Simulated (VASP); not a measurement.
Consider the following.

```
CELL_PARAMETERS angstrom
      0.00000     2.86845     2.86845
      2.86845     0.00000     2.86845
      2.86845     2.86845     0.00000
ATOMIC_POSITIONS crystal
  Sr 0.00000 0.00000 0.00000
  F  0.25000 0.25000 0.25000
  F  0.75000 0.75000 0.75000
```

The numbers are results of r2SCAN meta-GGA, VASP's PBE PAW potentials (set 64) (plane waves; VASP 6.6.1), not measurements. Run with 520 eV cut-off, 7×7×7 Γ-centred mesh, Gaussian smearing of 0.050 eV, potentials Sr_sv F.

Problem. Give the stress tensor in GPa (positive for a compressed cell).

Solution. 
```
2.51  0.00  0.00
0.00  2.51  0.00
0.00  0.00  2.51
```
The pressure is its mean diagonal, 2.51 GPa.

The compound is SrF2 in the fluorite structure. This cell is one point of a volume scan, at 0.97 of the reference volume.
